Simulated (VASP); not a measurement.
# GaN: convergence, G0W0 on PBEsol

GaN, Fm-3m (no. 225), 2 atoms in the cell. PBEsol, GW; PAW potentials Ga_d_GW, N_GW (PBE set). VASP 6.6.1.

Wanted: quasiparticle gap at the zone centre within 0.05 eV; correction of the gap between the band edges on the mesh within 0.05 eV.

GW scheme: G0W0; Iterations: 1.

Correction of the gap between the band edges on the mesh: the quasiparticle gap less the starting one, both between the band edges that the mesh holds (often an indirect gap), so it isn't the difference to the zone-centre gap.

POSCAR:
```
GaN
1.0
    0.0000000000      2.1352350000      2.1352350000
    2.1352350000      0.0000000000      2.1352350000
    2.1352350000      2.1352350000      0.0000000000
Ga N
1 1
Direct
    0.0000000000      0.0000000000      0.0000000000
    0.5000000000      0.5000000000      0.5000000000
```

The series start from Grid for exchange (PRECFOCK): Normal; Response cutoff (eV): 100; Band count: filled + 1.5 x plane waves under ENCUTGW; Orbital cutoff (eV): 500; k mesh: 3 3 3; Frequency points: 48; Groups of k points: 4. Each series keeps the choices made before it, and each single choice may use up half of a tolerance. Times cover all steps of a run.

## Grid for exchange (PRECFOCK)

| Grid for exchange (PRECFOCK) | Quasiparticle gap at the zone centre (eV) | Correction of the gap between the band edges on the mesh (eV) | Time (s) |
|---|---|---|---|
| Normal | 3.124 | 0.919 | 8.1 |
| Fast | 3.126 | 0.921 | 6.3 |
| Low | 3.126 | 0.921 | 6.1 |

Chosen: Normal; no other choice that stays within half of the tolerance saves 30 % of the time.

## Response cutoff (eV)

| Response cutoff (eV) | Quasiparticle gap at the zone centre (eV) | Correction of the gap between the band edges on the mesh (eV) | Time (s) |
|---|---|---|---|
| 100 | 3.124 | 0.919 | 8.1 |
| 130 | 3.163 | 0.934 | 10 |
| 160 | 3.187 | 0.947 | 12 |
| 200 | 3.189 | 0.936 | 14 |
| 250 | 3.183 | 0.922 | 19 |
| 300 | 3.167 | 0.905 | 24 |
| 400 (reference) | 3.162 | 0.898 | 35 |

Chosen: 250, the loosest value from which every tighter one stays within half of the tolerance.

## Band count

| Band count | Quasiparticle gap at the zone centre (eV) | Correction of the gap between the band edges on the mesh (eV) | Time (s) |
|---|---|---|---|
| filled + 0.15 x plane waves under ENCUTGW | 3.172 | 0.938 | 7.0 |
| filled + 0.3 x plane waves under ENCUTGW | 3.192 | 0.946 | 7.8 |
| filled + 0.6 x plane waves under ENCUTGW | 3.187 | 0.932 | 10 |
| filled + 1.0 x plane waves under ENCUTGW | 3.186 | 0.927 | 12 |
| filled + 1.5 x plane waves under ENCUTGW | 3.183 | 0.922 | 19 |
| filled + 2.0 x plane waves under ENCUTGW (reference) | 3.170 | 0.910 | 19 |

Chosen: filled + 0.6 x plane waves under ENCUTGW.

## Orbital cutoff (eV)

| Orbital cutoff (eV) | Quasiparticle gap at the zone centre (eV) | Correction of the gap between the band edges on the mesh (eV) | Time (s) |
|---|---|---|---|
| 450 | 3.178 | 0.929 | 8.9 |
| 500 | 3.187 | 0.932 | 10 |
| 600 | 3.184 | 0.928 | 12 |
| 700 (reference) | 3.183 | 0.928 | 12 |

Chosen: 450.

## k mesh

| k mesh | Quasiparticle gap at the zone centre (eV) | Correction of the gap between the band edges on the mesh (eV) | Time (s) |
|---|---|---|---|
| 3 3 3 | 3.178 | 0.929 | 8.9 |
| 4 4 4 | 3.283 | 1.004 | 17 |
| 6 6 6 (reference) | 3.317 | 0.977 | 81 |

Chosen: 6 6 6; the next looser run is off by more than half of the tolerance, so convergence isn't shown beyond this value.

## Frequency points

| Frequency points | Quasiparticle gap at the zone centre (eV) | Correction of the gap between the band edges on the mesh (eV) | Time (s) |
|---|---|---|---|
| 8 | 3.437 | 1.274 | 353 |
| 16 | 3.247 | 1.032 | 428 |
| 32 | 3.316 | 0.930 | 83 |
| 48 | 3.317 | 0.977 | 81 |
| 72 | 3.319 | 0.990 | 103 |
| 96 (reference) | 3.320 | 1.017 | 125 |

Chosen: 96; the next looser run is off by more than half of the tolerance, so convergence isn't shown beyond this value.

## Groups of k points

| Groups of k points | Quasiparticle gap at the zone centre (eV) | Correction of the gap between the band edges on the mesh (eV) | Time (s) |
|---|---|---|---|
| 4 | 3.320 | 1.017 | 125 |
| 2 | 3.320 | 1.017 | 136 |

Chosen: 4.

## All choices together

| Input | Quasiparticle gap at the zone centre (eV) | Correction of the gap between the band edges on the mesh (eV) | Time (s) |
|---|---|---|---|
| standard potentials, default cutoff and bands, no exact diagonalisation (naive) | – | – | 2.5 |
| chosen settings | 3.312 | 1.046 | 128 |
| reference settings throughout | 3.294 | 1.092 | 1482 |

The chosen settings stay within the tolerance of the reference run, but the reference itself isn't shown to be converged in: k mesh, Frequency points.

1 cheaper combination failed this check first and made the worst setting one step tighter.

## The input

INCAR.step1:
```
SYSTEM = GaN
PREC     = Accurate       ! precision mode
ENCUT    = 450            ! plane-wave cutoff, eV
ISMEAR   = 0              ! smearing method
SIGMA    = 0.05           ! smearing width, eV
LASPH    = .TRUE.         ! aspherical terms in the spheres
LREAL    = .FALSE.        ! projectors in reciprocal space
GGA      = PS             ! functional
ALGO     = Normal         ! electronic algorithm
EDIFF    = 1E-8           ! SCF threshold, eV
NELM     = 150            ! most SCF steps
LWAVE    = .TRUE.         ! write WAVECAR
LCHARG   = .FALSE.        ! write CHGCAR
KPAR     = 4             
```

INCAR.step2, as INCAR.step1 but for:
```
- ALGO = Normal
- NELM = 150
+ ALGO = Exact
+ NELM = 1
+ ISTART = 1
+ NBANDS = 144
+ LOPTICS = .TRUE.
```

INCAR.step3, as INCAR.step2 but for:
```
- ALGO = Exact
- NELM = 1
- EDIFF = 1E-8
- LWAVE = .TRUE.
- LOPTICS = .TRUE.
+ ALGO = EVGW0
+ NBANDSGW = 13
+ ENCUTGW = 300
+ NOMEGA = 96
+ PRECFOCK = Normal
+ LWAVE = .FALSE.
+ NELMGW = 1
```

KPOINTS:
```
Automatic mesh
0
Gamma
  6 6 6
  0 0 0
```

Commands (each step's output is kept before the next begins):
```
cat potpaw_PBE.64/Ga_d_GW/POTCAR potpaw_PBE.64/N_GW/POTCAR > POTCAR
cp INCAR.step1 INCAR
mpirun -np 4 vasp_std > vasp.out
cp INCAR.step2 INCAR
mpirun -np 4 vasp_std > vasp.out
cp INCAR.step3 INCAR
mpirun -np 4 vasp_std > vasp.out
```

Limits: the sum over empty states is short: their number is 0.6 times that of the plane waves under the response cutoff.

The chosen input took VASP 6.6.1 128 s on 4 cores (Intel Xeon 6975P-C (Granite Rapids)), a shared host.

## An input that fails: NOMEGA = 3

It runs to its end, but against the unchanged starting input it is off by 0.709 eV in the quasiparticle gap at the zone centre, 0.399 eV in the correction of the gap between the band edges on the mesh.

Frequency points: 48 becomes 3.

Changes against the starting input:
```
(step 3)
- NOMEGA = 48
+ NOMEGA = 3
```
